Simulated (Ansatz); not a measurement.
# Ga (P-1) in Ansatz: convergence with xc grid

Aim: find how far xc grid must go before the results for Ga settle, at PBE. This setting moves, with any that are tied to it; all else stays.

Program: Ansatz 0.2.0. These are calculated values, not measurements. Logs are shortened: lines on timing, memory, paths and dates and some standing lists are left out, and cuts for length are marked.

### 1 The cell of the first run

The typed cell holds 1 atom: a = 2.681 Å, b = 2.744 Å, c = 2.727 Å, α = 88.89°, β = 87.97°, γ = 91.10°.

The cell was built by a generator and needn't be a form met in nature.

The cell isn't the ideal one: cell strained at random at fixed volume.

### 2 With xc grid 1

Input file input.yaml:

```yaml
crystal:
  lattice:
    - [2.680635, -0.026354, 0.048141]
    - [-0.026354, 2.744162, 0.026825]
    - [0.048141, 0.026825, 2.726429]
  atoms:
    - { symbol: Ga, position: [-0.005125, 0.010445, -0.000595] }
hamiltonian:
  xc: pbe
  pseudopotentials: { kind: nc, accuracy: stringent }
kpoints:
  mp_grid: { grid: [7, 7, 7] }
scf:
  occupations: { method: gaussian, width: 0.05 }
output:
  forces: true
  stress: true
  eigenvalues: true
basis:
  xc_grid: 1
```

Potentials or basis: PseudoDojo stringent (PBE files).

Started as:

```sh
$ ansatz run input.yaml --threads 2 --pin off --max-ram 5632MiB --backend cpu --events-out ev --progress --plain --runs-dir out
```

Log:

```text
Warning: RAYON_NUM_THREADS=2 ignored (pool sized by the plan → 2); use --threads N
Engine: ansatz 0.2.0, aarch64-unknown-linux-gnu
Pseudopotentials: kind: nc
Pseudopotential: Ga, nc, valence charge 21, recommended cutoff 1551.049016 eV (normal), Ga.nc.azcp (PseudoDojo's, or run here from an input of PseudoDojo's; its table is named by hamiltonian.pseudopotentials.accuracy)
Functional definition: PBE
  parameter kappa = 0.804
  parameter beta = 0.06672455060314922
  exchange = pbe_x(kappa = kappa, mu = beta*pi^2/3)
  correlation = pbe_c(beta = beta)
Crystal: 1 atoms, lattice volume = 20.046 Å³
Basis set: ecut = 1551.049016 eV, 2799 PW (Γ)
Bands: 15, of which v1, the nominal top of the filled ones, is band 11 counted from 1 (10 counted from 0)
Symmetry: 2 space group operations
Space group: P-1 (ITA 2), of the structure as read, at distance tolerance 2.7e-5 Å
k-points: 172 of 343
Non-local potential: Ga, projectors of the file, l = 0: 2, l = 1: 2, l = 2: 2
Initial density: superposition of atomic densities (chi_scale 0.1, normalization cell)
Initial wavefunctions: pseudopotential atomic-orbital guess
Functional: x = pbe(κ = 0.804, μ = 0.2195149727645171), c = pbe(β = 0.06672455060314922)
SCF iter   1: F=—  HF=-6757.331844 eV  |F-HF|=—  |Δ(HF+E_count)|=         —  Δρ=2.34e-2  dr2=9.95e-2  ethr=3.10e-3  ⟨swp⟩=5.3  Hψ=13963  notcnv=0
preconditioner: auto → none  [metal: Δε(μ)=0.038 eV  Ē_g=21.052 eV  σ=0.050 eV  W_gap=0.39  n_scr=6 (ndim 8)  ℏωp=29.9 eV  f_vac=0.000  D(μ)=0.35/eV (n_scr^D=0)  sad-step TF]
SCF iter   2: F=—  HF=-6757.309083 eV  |F-HF|=—  |Δ(HF+E_count)|=   2.28e-2  Δρ=1.25e-2  dr2=2.78e-2  ethr=4.74e-4  ⟨swp⟩=2.2  Hψ=4690  notcnv=0  defer=78
SCF iter   3: F=—  HF=-6757.303945 eV  |F-HF|=—  |Δ(HF+E_count)|=   5.14e-3  Δρ=2.36e-3  dr2=6.21e-4  ethr=1.32e-4  ⟨swp⟩=2.2  Hψ=3985  notcnv=0  defer=78
SCF iter   4: F=—  HF=-6757.304076 eV  |F-HF|=—  |Δ(HF+E_count)|=   1.31e-4  Δρ=3.81e-4  dr2=7.01e-6  ethr=2.96e-6  ⟨swp⟩=2.1  Hψ=3976  notcnv=0  defer=78
SCF iter   5: F=—  HF=-6757.304092 eV  |F-HF|=—  |Δ(HF+E_count)|=   1.53e-5  Δρ=8.88e-5  dr2=3.94e-7  ethr=3.34e-8  ⟨swp⟩=2.0  Hψ=4095  notcnv=0  defer=78
SCF iter   6: F=-6757.304092 eV  HF=-6757.304092 eV  |F-HF|=2.47e-10  |Δ(HF+E_count)|=   1.41e-7  Δρ=3.01e-6  dr2=4.25e-10  ethr=4.76e-10  ⟨swp⟩=7.3  Hψ=12210  notcnv=0
SCF 1 converged in 6 iterations: F = -6757.304092 eV  dr2 = 4.25e-10
SCF converged after 6 iterations
Free energy (F): -6757.304092 eV
Harris-Foulkes:  -6757.304092 eV  (|F-HF|=2.47e-10)
Internal energy: -6757.303734 eV  (E = F + TS)
E sigma→0 (E₀):  -6757.303913 eV
Entropy (-TS):   -0.000357 eV (-0.357 meV/atom)
Fermi energy:    11.118193 eV
--- Per-component energies (eV) ---
  E_band       = -784.426052
  E_kinetic    = 3272.886323
  E_local      = -7140.109648  (includes V_loc(G=0)·N_el)
  E_nonlocal   = -1610.777925
  E_hartree    = 2739.624938
  E_xc         = -702.690357
  E_vxc        = -785.673940  (∫ρ·V_xc dr)
  E_ewald      = -3316.237065
  E_smearing   = -0.000357  (= −TS)
  E_closure    = 0.000000  (closes the sum)
  Σ components = -6757.304092   (vs F -6757.304092, Δ=0.00e0)
--- Forces (eV/Å), atoms counted from 1 ---
  atom   1  Ga     0.00000000     0.00000000     0.00000000
  max |Σ_I F_I| component: 0.00e0 eV/Å
--- Stress (GPa, compression-positive) ---
        1.428525      -1.671300       1.498532
       -1.671300      -1.739489       0.536535
        1.498532       0.536535      -1.066307
  P = ⅓ Tr σ = -0.4591 GPa (-4.591 kbar)
--- Band table (eV; the first three rows and the last of 172) ---
  k-point 0: bands = ["-132.7513", "-83.4832", "-83.4771", "-83.4695", "-4.1541", "-4.1276", "-3.6404", "-3.6217", "-3.6189", "0.3884", "19.5090", "19.7852", "20.4779", "22.5123", "22.9456"]
  k-point 1: bands = ["-132.7512", "-83.4836", "-83.4777", "-83.4697", "-4.1405", "-4.0711", "-3.6652", "-3.6444", "-3.6209", "0.8008", "15.8682", "19.9345", "20.8775", "23.0539", "24.8101"]
  k-point 2: bands = ["-132.7510", "-83.4850", "-83.4786", "-83.4699", "-4.1228", "-3.9395", "-3.7231", "-3.7001", "-3.6167", "2.0470", "11.3770", "21.0973", "22.0152", "24.1092", "25.9243"]
  k-point 171: bands = ["-132.7506", "-83.4865", "-83.4780", "-83.4748", "-3.9870", "-3.8190", "-3.8107", "-3.7361", "-3.6739", "4.9952", "8.6288", "18.9866", "20.3398", "23.6279", "24.8614"]
```

Run time: 6.5 s. Hardware: 2 threads of Arm Neoverse V1, shared host; peak memory 0.45 GiB.

What came out:

- Free energy: -6757.3041 eV
- Pressure: -0.5 GPa
- Band gap on the k mesh: none (metal or under the smearing width)

### 3 With xc grid 2

input.yaml, as its differences from that of step 2:

```diff
@@ -19,2 +19,2 @@
 basis:
-  xc_grid: 1
+  xc_grid: 2
```

Potentials or basis: PseudoDojo stringent (PBE files).

Started as:

```sh
$ ansatz run input.yaml --threads 2 --pin off --max-ram 5632MiB --backend cpu --events-out ev --progress --plain --runs-dir out
```

It took 6.5 s on 2 threads of Arm Neoverse V1, shared host; peak memory 0.46 GiB.

Results:

* Free energy: -6757.3041 eV
* Pressure: -0.5 GPa
* Band gap on the k mesh: none (metal or under the smearing width)

### 4 With xc grid 3

input.yaml, as its differences from that of step 3:

```diff
@@ -19,2 +19,2 @@
 basis:
-  xc_grid: 2
+  xc_grid: 3
```

Started as:

```sh
$ ansatz run input.yaml --threads 2 --pin off --max-ram 5632MiB --backend cpu --events-out ev --progress --plain --runs-dir out
```

It took 6.8 s on 2 threads of Arm Neoverse V1, shared host; peak memory 0.51 GiB.

The run converged. Its results:

```
Free energy            : -6757.3041 eV
Pressure               : -0.5 GPa
Band gap on the k mesh : none (metal or under the smearing width)
```

### 5 With xc grid 4

input.yaml, as its differences from that of step 4:

```diff
@@ -19,2 +19,2 @@
 basis:
-  xc_grid: 3
+  xc_grid: 4
```

Started as:

```sh
$ ansatz run input.yaml --threads 2 --pin off --max-ram 5632MiB --backend cpu --events-out ev --progress --plain --runs-dir out
```

Wall time 7.2 s (2 threads of Arm Neoverse V1, shared host); peak memory 0.58 GiB.

It converged, with:

* Free energy: -6757.3041 eV
* Pressure: -0.5 GPa
* Band gap on the k mesh: none (metal or under the smearing width)

### 6 With xc grid 5

input.yaml, as its differences from that of step 5:

```diff
@@ -19,2 +19,2 @@
 basis:
-  xc_grid: 4
+  xc_grid: 5
```

Potentials or basis: PseudoDojo stringent (PBE files).

Started as:

```sh
$ ansatz run input.yaml --threads 2 --pin off --max-ram 5632MiB --backend cpu --events-out ev --progress --plain --runs-dir out
```

Wall time 7.8 s (2 threads of Arm Neoverse V1, shared host); peak memory 0.71 GiB.

It converged, with:

```
Free energy            : -6757.3041 eV
Pressure               : -0.5 GPa
Band gap on the k mesh : none (metal or under the smearing width)
```

### 7 Result

| xc grid | energy less the tightest run, at zero smearing (meV/atom) | SCF cycles | CPU time (s) | peak memory (GiB) |
| --- | --- | --- | --- | --- |
| 1 | -0.02 | 6 | 13 | 0.45 |
| 2 | 0.00 | 6 | 13 | 0.46 |
| 3 | 0.00 | 6 | 13 | 0.51 |
| 4 | 0.00 | 6 | 14 | 0.58 |
| 5 | 0.00 | 6 | 16 | 0.71 |

Against the tightest run, the energy stays within 1 meV/atom from 1 on. The tightest run that finished is the yardstick and may itself not be fully converged.
